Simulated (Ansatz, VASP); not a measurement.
# Two plane-wave programs on KTaO3

```
K Ta O
1.0
     4.02438    0.00000    0.00000
     0.00000    4.02438    0.00000
     0.00000    0.00000    4.02438
K Ta O
1 1 3
Direct
  0.50000 0.50000 0.50000
  0.00000 0.00000 0.00000
  0.50000 0.00000 0.00000
  0.00000 0.50000 0.00000
  0.00000 0.00000 0.50000
```

Alike in both runs: task single point; functional PBE; k mesh 8 × 8 × 8; occupations gaussian, width 0.02 eV; no spin polarisation.

|  | VASP | Ansatz |
| --- | --- | --- |
| version | VASP 6.6.1 | Ansatz 0.2.0 |
| potentials or method | VASP PAW PBE potentials, release 64 (K_sv, Ta_pv, O) | scalar-relativistic, plane waves, PAW |
| plane-wave cutoff (eV) | 520 | 420 |
| valence electrons in the cell | 38 | 40 |

Ansatz gave:

| Quantity | Value |
| --- | --- |
| gap on the k mesh at the Fermi level (eV) | 2.16 |
| least direct gap on the mesh (eV) | 2.78 |

Question: What did VASP give for the same quantities?

Answer: gap on the k mesh at the Fermi level (eV): 2.12; least direct gap on the mesh (eV): 2.75.

With one functional, cell and mesh, what is left measures potentials, basis and numerics. The two sets of potentials don't hold the same shells in valence.

Caveats: spin-orbit coupling is left out, which moves the levels of the heavy elements. PBE gaps usually lie below the measured ones, often by a third to a half. A k mesh can miss the band edges.
